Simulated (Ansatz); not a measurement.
## Ge: do the settings matter for the field gradients?

Cell: an entry of the Crystallography Open Database (COD), taken as it stands.

Space group P4_32_12 (No. 96); a = 5.9164, c = 6.9555 Å.

| site | Wyckoff | site symmetry | x | y | z |
| --- | --- | --- | --- | --- | --- |
| Ge1 | 8b | 1 | 0.1750 | 0.3690 | 0.2580 |
| Ge9 | 4a | ..2 | 0.0900 | 0.0900 | 0.0000 |

One atom of each set is listed.

Reference run. Method: Kohn–Sham DFT in Ansatz, PBE, plane waves and PAW (field gradients read without the response of the frozen cores, which leaves them typically 4 to 6 % off), scalar-relativistic, 420 eV cutoff, Γ-centred 6×6×5 k-points, Fermi–Dirac smearing 0.05 eV.

Question: The input is changed as follows: `kpoints.mp_grid.grid`: [6, 6, 5] → [2, 2, 2]; `hamiltonian.xc`: pbe → rpbe. What happens to V_zz (10²¹ V/m²) and η?

Answer: 

```tsv
site	V_zz reference	η reference	V_zz changed	η changed
Ge1	5.79	0.75	5.70	0.97
Ge9	4.29	0.71	6.10	0.88
```

The largest change of V_zz is on Ge9, from 4.29 to 6.10. In per cent, |V_zz| changes by -2 to +42 on Ge (all sites that start above 0.5). Where |V_zz| stays above 0.1, η moves most on Ge1, from 0.75 to 0.97. At these positions the changed run has forces up to 0.3 eV/Å, so its atoms aren't at their own equilibrium. SCF iterations: 7 and 8. In the changed run the k-mesh is coarser than the standard one, so its values aren't converged ones.

On the reference run: With a gap of 0.5 eV on this mesh, the gradients can still move by some per cent as the k-mesh gets denser.
